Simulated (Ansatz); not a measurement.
The system is Hf.

```
Hf
1.0
    -1.80500    1.80500    1.80500
     1.80500   -1.80500    1.80500
     1.80500    1.80500   -1.80500
Hf
1
Direct
  0.00000 0.00000 0.00000
```

This isn't the form of Hf at room conditions, which is hcp.

```yaml
Program: Ansatz 0.2.0
Task: single point
Functional: PBEsol
Potentials_or_basis: Ansatz PAW
Cutoff: "420 eV (not typed: the program's choice for these potentials)"
k_mesh: 10 × 10 × 10
Occupations: fermi-dirac, width 0.05 eV
Spin: no spin polarisation
```

On this cell: pressure -9.0 GPa; band gap on the k mesh none (metal or under the smearing width).

The same run follows on a disturbed copy (cell strained at random at fixed volume):

```
CELL_PARAMETERS angstrom
-1.73538 1.78809 1.84034
1.76840 -1.76106 1.84632
1.78180 1.80748 -1.81331
ATOMIC_POSITIONS crystal
Hf 0.98347 0.99320 0.98959
```

Question: What changes?

Answer: The energy (extrapolated to zero smearing) moves by +1.8 meV/atom; pressure -8.9 GPa; band gap on the k mesh none (metal or under the smearing width).

Stress tensor (GPa, compression positive):
```
-9.73 -1.11 -0.89
-1.11 -9.06 -0.73
-0.89 -0.73 -8.03
```

Caveats: the PAW data sets come from PBE, with cores solved anew for the run's functional, which leaves a small shift of forces and pressure.
